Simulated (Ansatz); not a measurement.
A (001) slab of relaxed bulk MgS (Fm-3m, 17.88 Å³/atom, gap on the mesh 2.76 eV), 3 planes in a 4×1 cell with the lowest 1 held; added atoms sit on lattice sites of the next plane. A dipole correction is on. The surface energy is the mean of the held and the free face; step energies are per length and the mean of the stripe's two steps, which run along the shortest translation of the plane; step and island energies count from the flat slab and bulk atoms.

All numbers below come from DFT PBE, scalar-relativistic, plane waves, PAW in Ansatz.

Cutoff 420 eV, Gaussian smearing of 0.05 eV, energies at zero smearing, symmetry of each start kept, no spin polarisation.

```csv
start,atoms,k mesh,surface energy (J/m²),gap on the mesh (eV),step energy (meV/Å)
flat slab,24,2×6×1,0.44,2.63,-
stripe of 4 atoms,28,2×6×1,-,1.36,238
```

Cost: 2 runs of about 25 core-minutes in all, on Intel Xeon Platinum 8259CL (Skylake/Cascade Lake) (shared hosts).